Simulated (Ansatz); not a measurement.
The system is BAs.

```
B As
1.0
     2.12755    0.00000    0.00000
     0.00000    3.17406    0.00000
     0.00000    0.00000    4.95098
B As
1 1
Direct
  0.00000 0.50000 0.00000
  0.50000 0.50000 0.50000
```

The cell was built by a generator and needn't be a form met in nature.

* Program: Ansatz 0.2.0
* Task: relaxation of cell and atoms
* Functional: revPBE
* Dispersion: D3(BJ)
* Potentials or basis: Ansatz PAW
* Cutoff: 420 eV (not typed: the program's choice for these potentials)
* k mesh: 12 × 8 × 6
* Occupations: fermi-dirac, width 0.05 eV
* Spin: no spin polarisation

At the start: volume 16.72 Å³/atom.

**Question.** How do energy, volume and symmetry change on relaxing?

**Answer.** It ends after 23 steps and the volume is 14.36 Å³/atom (-14.1 %); space group Pmmm (No. 47, to 0.05 Å).

Step by step:
| step | energy change (eV) | largest force (eV/Å) | volume (Å³) |
| --- | --- | --- | --- |
| 1 | 0.0000 | 0.0000 | 33.43 |
| 2 | -0.4097 | 0.0000 | 32.17 |
| 3 | -0.7508 | 0.0000 | 30.40 |
| 4 | -1.0580 | 0.0000 | 29.87 |
| 5 | -1.3251 | 0.0000 | 28.17 |
| 6 | -1.4294 | 0.0000 | 27.03 |
| 7 | -1.4616 | 0.0000 | 27.74 |
| 8 | -1.4681 | 0.0000 | 28.09 |
| 9 | -1.4683 | 0.0000 | 28.11 |
| 10 | -1.4683 | 0.0000 | 28.12 |
| 11 | -1.4799 | 0.0000 | 28.12 |
| 12 | -1.4809 | 0.0000 | 28.22 |
| 13 | -1.4812 | 0.0000 | 28.26 |
| 14 | -1.4821 | 0.0000 | 28.37 |
| 15 | -1.4869 | 0.0000 | 28.57 |
| 16 | -1.4947 | 0.0000 | 28.82 |
| 17 | -1.4968 | 0.0000 | 28.74 |
| 18 | -1.4969 | 0.0000 | 28.64 |
| 19 | -1.4970 | 0.0000 | 28.72 |
| 20 | -1.4970 | 0.0000 | 28.71 |
| 21 | -1.4976 | 0.0000 | 28.71 |
| 22 | -1.4976 | 0.0000 | 28.72 |
| 23 | -1.4976 | 0.0000 | 28.72 |

Final structure:
```yaml
crystal:
  lattice:
    - [2.74768, 0.00000, 0.00000]
    - [0.00000, 2.40957, 0.00000]
    - [0.00000, 0.00000, 4.33798]
  atoms:
    - { symbol: B, position: [0.00000, 0.50000, 0.00000] }
    - { symbol: As, position: [0.50000, 0.50000, 0.50000] }
```

Caveat: the plane-wave basis is chosen anew once the cell has moved, so the energies of steps on either side of that aren't comparable; the PAW data sets come from PBE, with cores solved anew for the run's functional, which leaves a small shift of forces and pressure.
